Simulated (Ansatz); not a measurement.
The calculation used Ansatz, DFT PBE, scalar-relativistic, plane waves, PAW. Settings: cutoff 420 eV, Γ-centred meshes spaced at most about 0.3 Å⁻¹, and about 0.25 Å⁻¹ or finer for metals (2π included), Gaussian smearing. No spin polarisation in the final relaxations.

All energies are static (0 K, no zero-point motion).

Compare these two cells of B, each relaxed at this level.

1.

```
CELL_PARAMETERS angstrom
2.34620 0.00000 0.00000
0.00000 2.34620 0.00000
0.00000 0.00000 1.58578
ATOMIC_POSITIONS crystal
B 0.00000 0.00000 0.50000
```

2.

```
CELL_PARAMETERS angstrom
2.69616 0.00000 0.00000
0.00000 2.69616 0.00000
0.00000 0.00000 2.69616
ATOMIC_POSITIONS crystal
B 0.50000 0.00000 0.00000
B 0.00000 0.50000 0.00000
B 0.00000 0.00000 0.50000
```

Question: Which is lower in energy, and by how much?

Answer: Cell 2 is lower, by 275 meV/atom. Cell 1 has space group P4/mmm (No. 123), 8.7 Å³/atom and no gap on its mesh; cell 2 has space group Pm-3m (No. 221), 6.5 Å³/atom and no gap. Counting all near atoms (those within 1.25 times the shortest such distance or 1.15 times the sum of covalent radii, 1.27 where that leaves under three), cell 1 has B 2 and cell 2 has B 8. In cell 1, B has 2 B at 1.59 Å. In cell 2, around B lie 8 B at 1.91 Å. Both come from invented guesses. A third cell relaxed alike, in C2/m, lies 0.46 eV/atom below the lower of the two; the Pm-3m cell fell into it when its atoms were moved at random. The part of the Crystallography Open Database at hand lists B in space groups No. 58, 134, 166; no cell shown has one of them.

Weakly bound directions are ill-defined at this level, which has no dispersion term (P4/mmm), and this can change margins and order among such cells. Cells relaxed within their symmetry can be saddle points; a later kick test found a lower structure for B Pm-3m.
